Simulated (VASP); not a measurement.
# Ir (Cmce) in VASP: a series of runs

One crystal, Ir, is run at these levels: PBE; tasks: single point, relaxation of cell and atoms.

Everything below comes from runs of VASP 6.6.1. Logs are shortened: lines on timing, memory, paths and dates and some standing lists are left out, and cuts for length are marked.

## (1) The structure

It takes space group Cmce (No. 64, orthorhombic). The conventional cell has a = 3.055 Å, b = 9.692 Å, c = 4.043 Å, α = 90.00°, β = 90.00°, γ = 90.00°. Ir (site symmetry m) is surrounded by 3 Ir at 2.00 to 2.03 Å.

The cell was built by a generator and needn't be a form met in nature.

## (2) Single point, PBE

Input file INCAR:

```
SYSTEM = Ir
PREC     = Accurate       ! precision mode
ENCUT    = 520            ! plane-wave cutoff, eV
EDIFF    = 1E-6           ! SCF threshold, eV
ISMEAR   = 0              ! smearing method
SIGMA    = 0.1            ! smearing width, eV
LREAL    = .False.        ! projectors in reciprocal space
LASPH    = .True.         ! aspherical terms in the spheres
NELM     = 100            ! most SCF steps
ALGO     = Normal         ! electronic algorithm
ISIF     = 2              ! what is computed and relaxed
LWAVE    = .False.        ! write WAVECAR
LCHARG   = .False.        ! write CHGCAR
GGA      = PE             ! functional
NBANDS   = 26             ! bands
```

Input file KPOINTS:

```
Automatic mesh
0
Gamma
  6 6 4
  0 0 0
```

Input file POSCAR:

```
Ir
1.0
    1.5276580251     -4.8460450948      0.0000000000
    1.5276580251      4.8460450948      0.0000000000
    0.0000000000      0.0000000000      4.0429861934
Ir
4
Direct
    0.0980000000      0.9020000000      0.9100000000
    0.5980000000      0.4020000000      0.5900000000
    0.9020000000      0.0980000000      0.0900000000
    0.4020000000      0.5980000000      0.4100000000
```

Potentials or basis: VASP PAW PBE potentials, release 64 (Ir).

Launch:

```sh
$ cat potpaw_PBE.64/Ir/POTCAR > POTCAR
$ mpirun -np 1 vasp_std > vasp.out
```

OUTCAR:

```text
SYSTEM = Ir
   PREC = Accurate
   ENCUT = 520
   EDIFF = 1E-6
   ISMEAR = 0
   LREAL = .False.
   LASPH = .True.
   NELM = 100
   ISIF = 2
   GGA = PE

 ion  position               nearest neighbor table
   1  0.098  0.902  0.910-   2 2.00   2 2.00   3 2.03   2 3.15   2 3.15   4 3.17   4 3.17   4 3.17
                             4 3.17   3 3.40   3 3.40
   2  0.598  0.402  0.590-   1 2.00   1 2.00   4 2.03   1 3.15   1 3.15   3 3.17   3 3.17   3 3.17
                             3 3.17   4 3.40   4 3.40
   3  0.902  0.098  0.090-   4 2.00   4 2.00   1 2.03   4 3.15   4 3.15   2 3.17   2 3.17   2 3.17
                             2 3.17   1 3.40   1 3.40
   4  0.402  0.598  0.410-   3 2.00   3 2.00   2 2.03   3 3.15   3 3.15   1 3.17   1 3.17   1 3.17
                             1 3.17   2 3.40   2 3.40

  LATTYP: Found a base centered orthorhombic cell.
 ALAT       =     3.0553160502
 B/A-ratio  =     3.1722054381
 C/A-ratio  =     1.3232628399

  Lattice vectors:

 A1 = (   1.5276580251,  -4.8460450948,   0.0000000000)
 A2 = (   1.5276580251,   4.8460450948,   0.0000000000)
 A3 = (   0.0000000000,   0.0000000000,   4.0429861934)

Analysis of symmetry for initial positions (statically):
=====================================================================
 Subroutine PRICEL returns:
 Original cell was already a primitive cell.

 Routine SETGRP: Setting up the symmetry group for a
 base centered orthorhombic supercell.

 Subroutine GETGRP returns: Found  8 space group operations
 (whereof  4 operations were pure point group operations)
 out of a pool of  8 trial point group operations.

The static configuration has the point symmetry C_2h.
 The point group associated with its full space group is D_2h.

Analysis of symmetry for dynamics (positions and initial velocities):
=====================================================================
 Subroutine PRICEL returns:
 Original cell was already a primitive cell.

 Routine SETGRP: Setting up the symmetry group for a
 base centered orthorhombic supercell.

 Subroutine GETGRP returns: Found  8 space group operations
 (whereof  4 operations were pure point group operations)
 out of a pool of  8 trial point group operations.

The dynamic configuration has the point symmetry C_2h.
 The point group associated with its full space group is D_2h.

 Subroutine INISYM returns: Found  8 space group operations
 (whereof  4 operations are pure point group operations),
 and found     1 'primitive' translations

----------------------------------------------------------------------------------------

                                     Primitive cell

  volume of cell :      59.8613

  direct lattice vectors                    reciprocal lattice vectors
     1.527658025 -4.846045095  0.000000000     0.327298382 -0.103176919  0.000000000
     1.527658025  4.846045095  0.000000000     0.327298382  0.103176919  0.000000000
     0.000000000  0.000000000  4.042986193     0.000000000  0.000000000  0.247341928

  length of vectors
     5.081130987  5.081130987  4.042986193     0.343175913  0.343175913  0.247341928

  position of ions in fractional coordinates (direct lattice)
     0.098000000  0.902000000  0.910000000
     0.598000000  0.402000000  0.590000000
     0.902000000  0.098000000  0.090000000
     0.402000000  0.598000000  0.410000000

  ion indices of the primitive-cell ions
   primitive index   ion index
                 1           1
                 2           2
                 3           3
                 4           4

----------------------------------------------------------------------------------------

 KPOINTS: Automatic mesh

Automatic generation of k-mesh.
 Grid dimensions read from file:
 generate k-points for:    6    6    4

 Generating k-lattice:

  Cartesian coordinates                     Fractional coordinates (reciprocal lattice)
     0.054549730 -0.017196153  0.000000000     0.166666667  0.000000000  0.000000000
     0.054549730  0.017196153  0.000000000     0.000000000  0.166666667  0.000000000
     0.000000000  0.000000000  0.061835482     0.000000000  0.000000000  0.250000000

  Length of vectors
     0.057195986  0.057195986  0.061835482

  Shift w.r.t. Gamma in fractional coordinates (k-lattice)
     0.000000000  0.000000000  0.000000000

 Subroutine IBZKPT returns following result:
 ===========================================

 Found     39 irreducible k-points:

 Following reciprocal coordinates:
            Coordinates               Weight
  0.000000  0.000000  0.000000      1.000000
  0.166667 -0.000000  0.000000      4.000000
  0.333333 -0.000000  0.000000      4.000000
  0.500000 -0.000000  0.000000      2.000000
  0.166667  0.166667  0.000000      2.000000
  0.333333  0.166667  0.000000      4.000000
[... 16 lines left out ...]
  0.333333  0.333333  0.250000      4.000000
  0.500000  0.333333  0.250000      8.000000
 [... further k-points ...]
   k-points           NKPTS =     39   k-points in BZ     NKDIM =     39   number of bands    NBANDS=     26
   number of dos      NEDOS =    301   number of ions     NIONS =      4
   total plane-waves  NPLWV =  48000
   dimension x,y,z NGX =    40 NGY =   40 NGZ =   30
   dimension x,y,z NGXF=    80 NGYF=   80 NGZF=   60
   ions per type =               4
   NGX,Y,Z   is equivalent  to a cutoff of  13.09, 13.09, 12.34 a.u.
   NGXF,Y,Z  is equivalent  to a cutoff of  26.17, 26.17, 24.67 a.u.
 SYSTEM =  Ir
   PREC   = accura    normal or accurate (medium, high low for compatibility)
   ISTART =      0    job   : 0-new  1-cont  2-samecut
   ICHARG =      2    charge: 1-file 2-atom 10-const
   ISPIN  =      1    spin polarized calculation?
   LNONCOLLINEAR =      F non collinear calculations
   LSORBIT =      F    spin-orbit coupling
   LASPH  =      T    aspherical Exc in radial PAW
   ENCUT  =  520.0 eV  38.22 Ry    6.18 a.u.   9.45  9.45  7.52*2*pi/ulx,y,z
   NELM   =    100;   NELMIN=  2; NELMDL= -5     # of ELM steps
   EDIFF  = 0.1E-05   stopping-criterion for ELM
   LREAL  =      F    real-space projection
   EDIFFG = 0.1E-04   stopping-criterion for IOM
   NSW    =      0    number of steps for IOM
   IBRION =     -1    ionic relax: 0-MD 1-quasi-New 2-CG
   NFREE  =      0    steps in history (QN), initial steepest desc. (CG)
   ISIF   =      2    stress and relaxation
   ISYM   =      2    0-nonsym 1-usesym 2-fastsym
   POTIM  = 0.5000    time-step for ionic-motion
   TEBEG  =    0.0;   TEEND  =   0.0 temperature during run
   PSTRESS=    0.0 pullay stress
   NELECT =      36.0000    total number of electrons
   NUPDOWN=      -1.0000    fix difference up-down
   EMIN   =  10.00;   EMAX   =-10.00  energy-range for DOS
   EFERMI =   0.00;   METHOD = LEGACY
   ISMEAR =     0;   SIGMA  =   0.10  broadening in eV -4-tet -1-fermi 0-gaus
   EFERMI_NEDOS =   21; number of points for ismear=-14 and -15
   IALGO  =     38    algorithm
   IMIX   =      4    mixing-type and parameters
     AMIX     =   0.40;   BMIX     =  1.00
     AMIX_MAG =   1.60;   BMIX_MAG =  1.00
  volume/ion in A,a.u.               =      14.97       100.99
  Fermi-wavevector in a.u.,A,eV,Ry     =   1.381848  2.611315 25.980390  1.909505
  Thomas-Fermi vector in A             =   2.506595
   LORBIT       =      0    0 simple, 1 ext, 2 COOP (PROOUT), +10 PAW based schemes
   GGA     = PE    functional components
   LHFCALC =     F    Hartree Fock is set to
   AEXX    =    0.0000 exact exchange contribution
   IVDW    =     0    specifies the selected vdW correction
   LEPSILON=     F    determine dielectric tensor
   LRPA    =     F    only Hartree local field effects (RPA)
 non-spin polarized calculation
 Gauss-broadening in eV      SIGMA  =   0.10
  energy-cutoff  :      520.00
  volume of cell :       59.86
 maximum number of plane-waves:      1637
 NGX is ok and might be reduce to    40
   NGX = 19   NGY = 19   NGZ = 15

 number of electron      36.0000000 magnetization

 Free energy of the ion-electron system (eV)
  ---------------------------------------------------
  ext. energy  EPLUGINS =         0.00000000
  ---------------------------------------------------
  free energy    TOTEN  =       -14.03454915 eV

  energy without entropy =      -14.01651196  energy(sigma->0) =      -14.02553055

 E-fermi :  10.5537     XC(G=0): -13.1709

 val. band max:       10.5301056803   @ k =   0.1667  -0.0000   0.5000
 cond. band min:      10.5556230799   @ k =   0.1667  -0.0000   0.2500
 fundamental gap:      0.0255173997
 Fermi energy:        10.5536584286

 k-point     1 :       0.0000    0.0000    0.0000
  band No.  band energies     occupation
      1      -0.7167      2.00000
      2      -0.2526      2.00000
      3       0.5370      2.00000
      4       0.9545      2.00000
      5       1.0569      2.00000
      6       1.4705      2.00000
[... 18 lines left out ...]
     25      16.3947      0.00000
     26      21.2787      0.00000

 k-point     2 :       0.1667   -0.0000    0.0000
  band No.  band energies     occupation
      1      -0.3973      2.00000
      2       0.0334      2.00000
      3       0.6997      2.00000
      4       0.9057      2.00000
      5       1.5277      2.00000
      6       1.6218      2.00000
[... 18 lines left out ...]
     25      17.0275      0.00000
     26      17.8457      0.00000

 k-point     3 :       0.3333   -0.0000    0.0000
  band No.  band energies     occupation
      1      -0.1132      2.00000
      2       1.1505      2.00000
      3       1.3915      2.00000
      4       1.6371      2.00000
      5       1.8101      2.00000
      6       1.9215      2.00000
[... 572 lines left out ...]
 k-point    23 :       0.3333    0.3333    0.2500
  band No.  band energies     occupation
      1      -0.0568      2.00000
      2       0.8011      2.00000
      3       1.1977      2.00000
      4       1.5386      2.00000
      5       2.3029      2.00000
      6       2.4787      2.00000
[... 18 lines left out ...]
     25      15.4040      0.00000
     26      19.6116      0.00000

 k-point    24 :       0.5000    0.3333    0.2500
  band No.  band energies     occupation
      1      -0.0019      2.00000
      2       0.6195      2.00000
      3       0.8664      2.00000
      4       1.1853      2.00000
      5       2.0203      2.00000
      6       2.2858      2.00000
[... 18 lines left out ...]
     25      18.2517      0.00000
     26      19.2265      0.00000

 [... further k-points ...]

------------------------ aborting loop because EDIFF is reached ----------------------------------------

  FORCE on cell =-STRESS in cart. coord.  units (eV):
  Direction    XX          YY          ZZ          XY          YZ          ZX
  --------------------------------------------------------------------------------------
  -------------------------------------------------------------------------------------
  Total       90.9350838     53.2582117     67.2458737      0.0000000      0.0000000      0.0000000
  in kB     2433.8634163   1425.4477766   1799.8253813      0.0000000      0.0000000      0.0000000
  external PRESSURE =    1886.3788581 kB  Pullay stress =       0.0000000 kB

 VOLUME and BASIS-vectors are now :
 -----------------------------------------------------------------------------
  energy-cutoff  :      520.00
  volume of cell :       59.86
      direct lattice vectors                 reciprocal lattice vectors
     1.527658025 -4.846045095  0.000000000     0.327298382 -0.103176919  0.000000000
     1.527658025  4.846045095  0.000000000     0.327298382  0.103176919  0.000000000
     0.000000000  0.000000000  4.042986193     0.000000000  0.000000000  0.247341928

 POSITION                                       TOTAL-FORCE (eV/Angst)
 -----------------------------------------------------------------------------------
      1.52766      3.89622      3.67912         0.000000    -15.145084     15.569478
      1.52766     -0.94982      2.38536         0.000000    -15.145084    -15.569478
      1.52766     -3.89622      0.36387         0.000000     15.145084    -15.569478
      1.52766      0.94982      1.65762         0.000000     15.145084     15.569478
 -----------------------------------------------------------------------------------
    total drift:                                0.000000      0.000000      0.000000

  FREE ENERGIE OF THE ION-ELECTRON SYSTEM (eV)
  ---------------------------------------------------
  free  energy   TOTEN  =       -14.0345491527 eV

  energy  without entropy=      -14.0165119568  energy(sigma->0) =      -14.02553055
```

Wall time 36 s (1 thread of Intel Xeon 6975P-C (Granite Rapids), shared host); peak memory 0.23 GiB.

Results:

```yaml
Free_energy: -14.0345 eV
Pressure: 188.6 GPa
Largest_force: 21.721 eV/Å
Band_gap_on_the_k_mesh: none (metal or under the smearing width)
```

Forces on the atoms (eV/Å):
```
Ir    0.000 -15.145  15.569
Ir    0.000 -15.145 -15.569
Ir    0.000  15.145 -15.569
Ir    0.000  15.145  15.569
```

Stress tensor (GPa, compression positive):
```
243.39   0.00   0.00
  0.00 142.54   0.00
  0.00   0.00 179.98
```

Caveat: the k mesh is coarse (spacing up to 0.39 Å⁻¹), so the values aren't converged; a pressure of tens of GPa on the cell as given is suspect, and the run, the potentials or the cell itself is likely at fault; forces of over 1 eV/Å show positions far from the minimum, so gaps and moduli don't describe the material at rest. The run has no spin-orbit coupling, so splittings on Ir are missing.

(Continued in part 2 of 2.)
